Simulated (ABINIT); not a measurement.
Runs of ABINIT 10.8.3 (patched build) on BN. It takes space group P6_3/mmc (No. 194, hexagonal). Conventional cell: a = 2.498 Å, b = 2.498 Å, c = 6.636 Å, α = 90.00°, β = 90.00°, γ = 120.00°. N (site symmetry -6m2) has 3 B at 1.44 Å as nearest neighbours. B (site symmetry -6m2) has 3 N at 1.44 Å as nearest neighbours. 

| task | level | potentials or basis | k mesh | cutoff (eV) | fine-grid cutoff | mesh quality | gap on the mesh (eV) | pressure (GPa) |
| --- | --- | --- | --- | --- | --- | --- | --- | --- |
| band structure | BP86 | JTH PAW PBE v2.0 | 12 × 12 × 4 | 707 | 1306.15 eV | not flagged | 4.29 | (b) |
| band structure | BLYP | JTH PAW PBE v2.0 | 12 × 12 × 4 | 707 | 1306.15 eV | not flagged | 4.36 | 7.2 |
| band structure | rPW86PBE | JTH PAW PBE v2.0 | 12 × 12 × 4 | 707 | 1306.15 eV | not flagged | 4.33 | 6.9 |
| band structure | WC | JTH PAW PBE v2.0 | 12 × 12 × 4 | 707 | 1306.15 eV | not flagged | 4.19 | 1.9 |
| band structure | LDA | PseudoDojo NC SR LDA v0.4 stringent | 12 × 12 × 4 | 1143 | - | not flagged | 4.13 | -2.9 |
| band structure | LDA-PZ | JTH PAW LDA v2.0 | 12 × 12 × 4 | 680 | 1278.94 eV | not flagged | (a) | - |
| band structure | PW91 | JTH PAW PBE v2.0 | 12 × 12 × 4 | 707 | 1306.15 eV | not flagged | 4.28 | 4.4 |
| band structure | PBEsol | PseudoDojo NC SR PBEsol v0.4.1 standard | 12 × 12 × 4 | 1143 | - | not flagged | 4.21 | 2.6 |
| single point | r2SCAN | JTH PAW PBE v2.0 | 10 × 10 × 3 | 844 | 1442.2 eV | not flagged | 4.81 | - |
| single point | r2SCAN | JTH PAW PBE v2.0 | 5 × 5 × 2 | 844 | 1442.2 eV | coarse | 5.33 | - |
| single point | PBEsol | JTH PAW PBE v2.0 | 5 × 5 × 2 | 707 | 1306.15 eV | coarse | 4.59 | 2.6 |
| single point | PBE | JTH PAW PBE v2.0 | 16 × 16 × 5 | 707 | 1306.15 eV | not flagged | 4.24 | 5.3 |

Alike in all rows: no spin polarisation; cell as given; smearing fermi-dirac 0.05 eV.

Question: Fill in the values left out.

Answer: (a) 4.08; (b) 5.8.

Caveats: some runs use coarse meshes; the PAW data sets were made with another functional, which shifts forces and pressure a little (some runs); this functional lacks dispersion, which binds the layers, so the pressure and a relaxed spacing across them are unreliable (some runs); an odd mesh through Γ misses points on the zone boundary, where band edges often lie (some runs).

Not every run made on this cell is shown here.
